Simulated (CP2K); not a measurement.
The system is WC (Qusongite).

```
CELL_PARAMETERS angstrom
2.90650 0.00000 0.00000
-1.45325 2.51710 0.00000
0.00000 0.00000 2.83660
ATOMIC_POSITIONS crystal
W 0.00000 0.00000 0.00000
C 0.66667 0.33333 0.50000
```

Base run:

```yaml
Program: CP2K 2026.2
Functional: PBEsol
Potentials_or_basis: POTENTIAL_UZH W GTH-PBE-q14, C GTH-PBE-q4; TZVP-MOLOPT-PBE-GTH basis
Density_cutoff: 9184 eV
k_mesh: 10 × 10 × 9
Occupations: fermi-dirac, width 0.05 eV
Spin: no spin polarisation
```

Its results: band gap on the k mesh none (metal or under the smearing width); pressure -4.0 GPa.

The run is repeated on the same cell with these changes: functional from PBEsol to vdW-DF-cx. What comes out?

Band gap on the k mesh none (metal or under the smearing width); pressure -1.9 GPa.

Caveats: the potentials were made for another functional, which shifts forces and pressure; spin-orbit coupling is left out, which moves the levels of the heavy elements; the basis of atomic orbitals isn't converged, which shifts pressures, moduli and gaps.
